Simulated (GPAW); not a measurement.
Crystal: Sb.

```
CELL_PARAMETERS angstrom
4.52770 0.00000 0.00000
0.00000 4.42110 0.00000
-1.32052 0.00000 6.36435
ATOMIC_POSITIONS crystal
Sb 0.33993 0.25000 0.68367
Sb 0.93664 0.75000 0.76276
Sb 0.06336 0.25000 0.23724
Sb 0.66007 0.75000 0.31633
```

This isn't the form of Sb at room conditions, which is rhombohedral.

Base run:

- Program: GPAW 26.7.0
- Functional: PBEsol
- Potentials or basis: PAW data sets generated in the run's folder for this functional
- Cutoff: 600 eV
- Basis: pw
- k mesh: 4 × 4 × 3
- Occupations: fermi-dirac, width 0.05 eV
- Spin: no spin polarisation

Its results: pressure -2.7 GPa; largest force 0.124 eV/Å.

After a change of settings the same cell gave: pressure -0.9 GPa; largest force 0.374 eV/Å. Which change was it?
A. functional from PBEsol to r2SCAN; potentials or basis from PAW data sets generated in the run's folder for this functional to GPAW PAW data sets (gpaw-data 1.2.1)
B. k mesh from 4 × 4 × 3 to 6 × 6 × 4
C. functional from PBEsol to LDA; potentials or basis from PAW data sets generated in the run's folder for this functional to the program's PAW data sets (release 1.2.1) made for this functional
D. functional from PBEsol to LDA; potentials or basis from PAW data sets generated in the run's folder for this functional to the program's PAW data sets (release 1.2.1) made for this functional; cutoff from 600 eV to 450 eV

A.

Caveats: the PAW data sets were made with another functional, which shifts forces and pressure a little (some runs).

Not every run made on this cell is shown here.
